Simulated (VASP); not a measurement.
Crystal: C.

```xyz
2
Lattice="0.0000 1.7834 1.7834 1.7834 0.0000 1.7834 1.7834 1.7834 0.0000" Properties=species:S:1:pos:R:3 pbc="T T T"
C     2.6751    2.6751    2.6751
C     1.7834    1.7834    1.7834
```

This isn't the form of C at room conditions, which is graphite.

Base run:

- Program: VASP 6.6.1
- Functional: RPBE
- Potentials or basis: VASP PAW PBE potentials, release 64 (C)
- Cutoff: 520 eV
- k mesh: 13 × 13 × 13
- Occupations: fermi-dirac, width 0.05 eV
- Spin: no spin polarisation

Its results: band gap on the k mesh 4.14 eV, indirect (least direct gap 5.59 eV).

Q: The run is repeated on the same cell with these changes: functional from RPBE to PBEsol. What comes out?

A: Band gap on the k mesh 4.01 eV, indirect (least direct gap 5.54 eV).
